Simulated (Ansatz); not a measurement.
## Structures of Nb$_{3}$N: which is lowest?

Plane-wave DFT in Ansatz with scalar-relativistic PAW potentials, cutoff 420 eV, Γ-centred meshes chosen by cell and gap, Gaussian smearing with energies taken to zero width. Every cell was relaxed (cell and atoms) in a run of its own, within the symmetry of its start. Functional: PBE.

Relaxed structures (starts from databases or built by putting these elements on another compound's sites):
A. Pm-3m, 4 atoms in the computed cell, a = 4.201 Å; sites (symmetry × multiplicity) Nb 4/mm.m × 3, N m-3m × 1; start: built
B. Pm, 8 atoms in the computed cell, a = 4.203 Å, b = 4.294 Å, c = 7.666 Å, β = 90.3°; sites (symmetry × multiplicity) Nb m × 1 + m × 1 + m × 1 + m × 1 + m × 1 + m × 1, N m × 1 + m × 1; start: built

Question: Rank them by energy. Could pressure change the order?

Answer:
```tsv
structure	group	E − E(lowest) (meV/atom)	V (Å³/atom)	gap on mesh (eV)
B	Pm	0.0	17.30	0.00
A	Pm-3m	56	18.54	0.00
```

B is lowest, 56 meV/atom under A. The lowest is also the densest of these, so pressure wouldn't bring one of the others in at first order. Other structures may lie lower than all of these, and vibrations aren't counted.